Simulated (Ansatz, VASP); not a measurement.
# BeS: VASP beside Ansatz

```xyz
2
Lattice="0.0000 2.4231 2.4231 2.4231 0.0000 2.4231 2.4231 2.4231 0.0000" Properties=species:S:1:pos:R:3 pbc="T T T"
Be    0.0000    0.0000    0.0000
S     3.6346    3.6346    3.6346
```

Alike in both runs: task single point; functional PBE; k mesh 8 × 8 × 8; occupations gaussian, width 0.02 eV; no spin polarisation.

|  | VASP | Ansatz |
| --- | --- | --- |
| version | VASP 6.6.1 | Ansatz 0.2.0 |
| potentials or method | VASP PAW PBE potentials, release 64 (Be, S) | scalar-relativistic, plane waves, PAW |
| plane-wave cutoff (eV) | 520 | 420 |
| valence electrons in the cell | 8 | 8 |

```tsv
	VASP	Ansatz	Ansatz less VASP
gap on the k mesh at the Fermi level (eV)	3.11	3.10	-0.001
least direct gap on the mesh (eV)	5.67	5.65	-0.018
pressure (GPa)	1.8	1.8	-0.01
```

With one functional, cell and mesh, what is left measures potentials, basis and numerics.

A k mesh can miss the band edges.
